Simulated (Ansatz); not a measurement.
# Te (P3_121) in Ansatz: band structure with PBEsol

Aim: the band structure of Te with PBEsol.

Everything below comes from runs of Ansatz 0.2.0. Logs are shortened: lines on timing, memory, paths and dates and some standing lists are left out, and cuts for length are marked.

## 1. The crystal as given

It takes space group P3_121 (No. 152, trigonal). The conventional cell has a = 4.454 Å, b = 4.454 Å, c = 5.924 Å, α = 90.00°, β = 90.00°, γ = 120.00°. Te (site symmetry 2) has 2 Te at 2.86 Å as nearest neighbours.

## 2. Band structure, PBEsol

input.yaml

```yaml
crystal:
  lattice:
    - [4.454, 0.0, 0.0]
    - [-2.227, 3.8572771485, 0.0]
    - [0.0, 0.0, 5.924]
  atoms:
    - { symbol: Te, position: [0.731, 0.731, 0.0] }
    - { symbol: Te, position: [0.0, 0.269, 0.6666666667] }
    - { symbol: Te, position: [0.269, 0.0, 0.3333333333] }
hamiltonian:
  xc: pbesol
  pseudopotentials: { kind: paw }
kpoints:
  mp_grid: { grid: [7, 7, 5] }
  band_path:
    path:
      - [[0.0, 0.0, 0.0], [0.5, 0.0, 0.0], [0.3333333333, 0.3333333333, 0.0], [0.0, 0.0, 0.0], [0.0, 0.0, 0.5], [0.5, 0.0, 0.5], [0.3333333333, 0.3333333333, 0.5], [0.0, 0.0, 0.5]]
      - [[0.5, 0.0, 0.5], [0.5, 0.0, 0.0]]
      - [[0.3333333333, 0.3333333333, 0.0], [0.3333333333, 0.3333333333, 0.5]]
    npoints: 14
scf:
  occupations: { method: fermi_dirac, width: 0.05 }
  n_extra_bands: 7
output:
  forces: true
  stress: true
  eigenvalues: true
  fatbands: true
```

Potentials or basis: Ansatz PAW.

Launch:

```bash
$ ansatz run input.yaml --threads 2 --pin off --max-ram 5632MiB --backend cpu --events-out ev --progress --plain --runs-dir out
```

The program printed:

```text
Warning: RAYON_NUM_THREADS=2 ignored (pool sized by the plan → 2); use --threads N
scf.n_extra_bands = 7 over 24 filled bands (N_el = 48.0): the run solves 31 bands
Engine: ansatz 0.2.0, aarch64-unknown-linux-gnu
Pseudopotentials: kind: paw
Pseudopotential: Te, paw, valence charge 16, recommended cutoff 420 eV (normal), Te.paw.azcp
Functional definition: PBEsol
  exchange = pbesol_x
  correlation = pbesol_c
Crystal: 3 atoms, lattice volume = 101.776 Å³
Basis set: ecut = 420 eV, 1993 PW (Γ), exchange–correlation on 60×60×80 points (8 copies of the dense FFT grid, shifted against one another)
Bands: 31, of which v1, the nominal top of the filled ones, is band 24 counted from 1 (23 counted from 0)
Symmetry: 6 space group operations
Space group: P3121 (ITA 152), of the structure as read, at distance tolerance 4.7e-5 Å
k-points: 32 of 245 (time reversal used)
Non-local potential: Te, projectors of the file, l = 0: 2, l = 1: 2, l = 2: 2, l = 3: 2
PAW form: soft (Blöchl's): semilocal exchange-correlation on the pseudo side does not see the compensation charge
PAW frozen core: Te, regenerated for the run's functional, and the local potential with it (the file was generated under x = pbe(κ = 0.804, μ = 0.2195149727645171), c = pbe(β = 0.06672455060314922))
PAW one-centre angular grid: Te, 590 points (default); XC on 64 Gauss nodes
Initial density: superposition of atomic densities (neutral atoms: chi_scale 0, normalization atom), corrected by the library's trained network
Initial wavefunctions: pseudopotential atomic-orbital guess
Functional: x = pbesol(κ = 0.804, μ = 0.12345679012345678), c = pbesol(β = 0.046)
SCF iter   1: F=—  HF=-20704.507838 eV  |F-HF|=—  |Δ(HF+E_count)|=         —  Δρ=1.80e-3  dr2=2.74e-3  ethr=1.77e-3  ⟨swp⟩=8.7  Hψ=4951  notcnv=0  defer=3
preconditioner: auto → Resta (q_TF=auto, 2.407 Å⁻¹)  ε∞=3.5  [insulator: Δε(μ)=0.588 eV  Ē_g=9.810 eV  σ=0.050 eV  W_gap=0.99  n_scr=22 (ndim 8)  ℏωp=15.6 eV  f_vac=0.027  D(μ)=0.01/eV (n_scr^D=0)  ε∞_Penn≈3.5]
SCF iter   2: F=—  HF=-20704.505154 eV  |F-HF|=—  |Δ(HF+E_count)|=   2.68e-3  Δρ=1.10e-3  dr2=9.92e-4  ethr=5.70e-6  ⟨swp⟩=2.1  Hψ=1569  notcnv=0  defer=11
SCF iter   3: F=—  HF=-20704.505354 eV  |F-HF|=—  |Δ(HF+E_count)|=   1.99e-4  Δρ=3.51e-4  dr2=1.39e-4  ethr=2.07e-6  ⟨swp⟩=2.0  Hψ=1722  notcnv=0  defer=11
SCF iter   4: F=—  HF=-20704.505308 eV  |F-HF|=—  |Δ(HF+E_count)|=   4.52e-5  Δρ=1.41e-4  dr2=2.83e-5  ethr=2.90e-7  ⟨swp⟩=2.0  Hψ=1710  notcnv=0  defer=11
SCF iter   5: F=—  HF=-20704.505337 eV  |F-HF|=—  |Δ(HF+E_count)|=   2.89e-5  Δρ=2.68e-5  dr2=1.00e-6  ethr=5.89e-8  ⟨swp⟩=2.5  Hψ=1496  notcnv=0  defer=11
SCF iter   6: F=-20704.505338 eV  HF=-20704.505338 eV  |F-HF|=5.90e-8  |Δ(HF+E_count)|=   7.60e-7  Δρ=1.05e-5  dr2=8.29e-8  ethr=2.08e-10  ⟨swp⟩=8.1  Hψ=5327  notcnv=0
SCF 1 converged in 6 iterations: F = -20704.505338 eV  dr2 = 8.29e-8
NSCF: frozen V_eff on 129 k-points
SCF converged after 6 iterations
Free energy (F): -20704.505338 eV
Harris-Foulkes:  -20704.505338 eV  (|F-HF|=5.90e-8)
Internal energy: -20704.505225 eV  (E = F + TS)
E sigma→0 (E₀):  -20704.505281 eV
Entropy (-TS):   -0.000113 eV (-0.038 meV/atom)
Fermi energy:    8.799234 eV
--- Per-component energies (eV) ---
  E_band       = -802.837228
  E_kinetic    = 541.016137
  E_local      = -3830.180297  (includes V_loc(G=0)·N_el)
  E_nonlocal   = -924.132595
  E_hartree    = 2430.563539
  E_xc         = -369.578742
  E_vxc        = -311.661679  (∫ρ·V_xc dr)
  E_paw        = -13753.023032  (= ΣΔE_a)
  E_vpaw       = -1138.996393  (= ΣTr[D̂ρ^β])
  E_aug_tail   = -0.000555  (compensation charges beyond the density's cutoff)
  E_ewald      = -4800.294125
  E_core_change = 1.124446  (= ΣΔE_core)
  E_smearing   = -0.000113  (= −TS)
  E_closure    = -0.000000  (closes the sum)
  Σ components = -20704.505338   (vs F -20704.505338, Δ=0.00e0)
--- Forces (eV/Å), atoms counted from 1 ---
  atom   1  Te    -0.05170081    -0.08954842    -0.00000000
  atom   2  Te    -0.05170081     0.08954842     0.00000000
  atom   3  Te     0.10340161    -0.00000000    -0.00000000
  max |Σ_I F_I| component: 1.39e-17 eV/Å
--- Stress (GPa, compression-positive) ---
       -1.029153       0.000000       0.000000
        0.000000      -1.029153       0.000000
        0.000000       0.000000      -0.797209
  P = ⅓ Tr σ = -0.9518 GPa (-9.518 kbar)
--- Band table (eV; the first three rows and the last of 32) ---
  k-point 0: bands = ["-28.6966", "-28.6966", "-28.6483", "-28.6448", "-28.6448", "-28.5761", "-28.5095", "-28.5072", "-28.5072", "-28.4771", "-28.4748", "-28.4748", "-28.4528", "-28.4291", "-28.4291", "-5.0042", "-1.7054", "-1.7054", "5.5718", "5.8714", "5.8714", "6.9504", "6.9504", "7.7874", "9.6336", "9.6336", "10.2160", "13.5530", "13.5530", "14.4716", "14.9366"]
  k-point 1: bands = ["-28.7102", "-28.6793", "-28.6504", "-28.6495", "-28.6361", "-28.5841", "-28.5097", "-28.5095", "-28.5042", "-28.4768", "-28.4759", "-28.4744", "-28.4488", "-28.4302", "-28.4297", "-4.8597", "-2.8037", "-0.5790", "5.3242", "5.6547", "6.1158", "7.0860", "7.0904", "7.7762", "9.3747", "9.4269", "9.8387", "13.0910", "14.2235", "14.3838", "14.6926"]
  k-point 2: bands = ["-28.7174", "-28.6635", "-28.6539", "-28.6533", "-28.6223", "-28.6027", "-28.5104", "-28.5102", "-28.5019", "-28.4769", "-28.4759", "-28.4749", "-28.4406", "-28.4335", "-28.4313", "-4.4310", "-3.7344", "0.2534", "4.7817", "5.8586", "6.0593", "7.2829", "7.4470", "7.7049", "9.0600", "9.1363", "9.2359", "12.6639", "13.8280", "14.0109", "15.6716"]
  k-point 31: bands = ["-28.7161", "-28.6605", "-28.6528", "-28.6503", "-28.6208", "-28.6015", "-28.5124", "-28.5108", "-28.4998", "-28.4814", "-28.4739", "-28.4725", "-28.4545", "-28.4431", "-28.4156", "-3.4335", "-2.9812", "-1.4567", "3.3900", "3.6582", "4.0537", "6.9956", "8.0370", "8.4690", "9.2391", "10.0565", "10.6531", "13.8488", "14.4852", "15.3131", "15.7277"]
```

It took 37 s on 2 threads of Arm Neoverse N1, shared host; peak memory 0.44 GiB.

What came out:

| Item | Value |
| --- | --- |
| Free energy | -20704.5053 eV |
| Pressure | -1.0 GPa |
| Largest force | 0.103 eV/Å |
| Band gap along the path | 0.12 eV, indirect (least direct gap 0.15 eV) |

Forces in eV/Å, atoms in the order of the input:
```
Te  -0.052 -0.090  0.000
Te  -0.052  0.090  0.000
Te   0.103  0.000  0.000
```

Levels at the corners of the path, in eV from the valence-band top:
| point | band 22 | band 23 | band 24 | band 25 | band 26 | band 27 |
| --- | --- | --- | --- | --- | --- | --- |
| Γ | -1.71 | -1.71 | -0.87 | 0.97 | 0.97 | 1.56 |
| M | -3.57 | -1.06 | -0.84 | 0.79 | 0.85 | 2.82 |
| K | -3.13 | -2.99 | -2.75 | 2.84 | 2.84 | 3.13 |
| Γ | -1.71 | -1.71 | -0.87 | 0.97 | 0.97 | 1.56 |
| A | -1.34 | -1.05 | -1.05 | 0.41 | 0.41 | 0.43 |
| L | -2.50 | -2.16 | -0.24 | 0.69 | 1.92 | 2.51 |
| H | -0.98 | -0.03 | -0.03 | 0.12 | 1.28 | 1.28 |
| A | -1.34 | -1.05 | -1.05 | 0.41 | 0.41 | 0.43 |
| L | -2.50 | -2.16 | -0.24 | 0.69 | 1.92 | 2.51 |
| M | -3.57 | -1.06 | -0.84 | 0.79 | 0.85 | 2.82 |
| K | -3.13 | -2.99 | -2.75 | 2.84 | 2.84 | 3.13 |
| H | -0.98 | -0.03 | -0.03 | 0.12 | 1.28 | 1.28 |

Caveat: spin-orbit coupling is left out, which moves the levels of the heavy elements; the PAW data sets come from PBE, with cores solved anew for the run's functional, which leaves a small shift of forces and pressure.
